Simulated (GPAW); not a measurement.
# Te2Mo: band structure with LDA

The system is Te2Mo, a slab with vacuum.

```
CELL_PARAMETERS angstrom
3.53579 0.00000 0.00000
-1.76790 3.04685 0.00000
0.00000 0.00000 25.97360
ATOMIC_POSITIONS crystal
Te 0.33333 0.66667 0.56510
Te 0.66667 0.33333 0.29610
Te 0.33333 0.66667 0.70390
Te 0.66667 0.33333 0.43490
Mo 0.33333 0.66667 0.36550
Mo 0.66667 0.33333 0.63450
```

- Program: GPAW 26.7.0
- Task: band structure
- Functional: LDA
- Potentials or basis: the program's PAW data sets (release 1.2.1) made for this functional
- Cutoff: 600 eV
- Basis: pw
- k mesh: 9 × 9 × 1
- Occupations: fermi-dirac, width 0.05 eV
- Spin: spin-orbit coupling, no magnetisation
- Ranks: 4
- Maxiter: 150
- Band path: GXSRAZGYX1A1TY,ZT
- Band points: 80
- spin axis theta (degrees): 90
- spin axis phi (degrees): 45
- Soc after scf: second variation

The largest force is 0.536 eV/Å. The band gap on the k mesh is 0.95 eV, indirect (least direct gap 0.97 eV) and the band gap along the path is 0.91 eV, indirect (least direct gap 0.97 eV).

Forces in eV/Å, atoms in the order of the input:
```
Te   0.000 -0.015  0.424
Te   0.000  0.015  0.536
Te   0.000 -0.015 -0.536
Te   0.000  0.015 -0.424
Mo   0.000 -0.029 -0.049
Mo   0.000  0.029  0.049
```

Stress tensor (GPa, compression positive):
```
-2.53  0.00  0.00
 0.00 -2.25  0.00
 0.00  0.00 -2.25
```

Levels at the corners of the path, in eV from the valence-band top:
```tsv
point	band 50	band 51	band 52	band 53	band 54	band 55
Γ	-0.68	0.00	0.00	2.56	2.56	2.63
X	-0.27	-0.01	-0.01	0.95	0.95	0.99
S	-0.43	-0.30	-0.30	1.27	1.27	1.30
R	-0.43	-0.30	-0.30	1.27	1.27	1.30
A	-0.27	-0.01	-0.01	0.95	0.95	0.99
Z	-0.68	0.00	0.00	2.56	2.56	2.63
Γ	-0.68	0.00	0.00	2.56	2.56	2.63
Y	-0.48	-0.35	-0.35	1.27	1.27	1.30
X1	-0.27	-0.01	-0.01	0.95	0.95	0.99
A1	-0.27	-0.01	-0.01	0.95	0.95	0.99
T	-0.48	-0.35	-0.35	1.27	1.27	1.30
Y	-0.48	-0.35	-0.35	1.27	1.27	1.30
Z	-0.68	0.00	0.00	2.56	2.56	2.63
T	-0.48	-0.35	-0.35	1.27	1.27	1.30
```

It took 3 min on 4 MPI ranks on AMD EPYC 7R43 64-Core Processor (Zen 3), on a shared host, peak memory 0.72 GiB a rank.

Caveat: spin-orbit coupling was added after a scalar SCF, so levels and gaps hold it while energy, forces, pressure and moments don't; this program's spin-orbit splittings come out too wide for heavy elements.
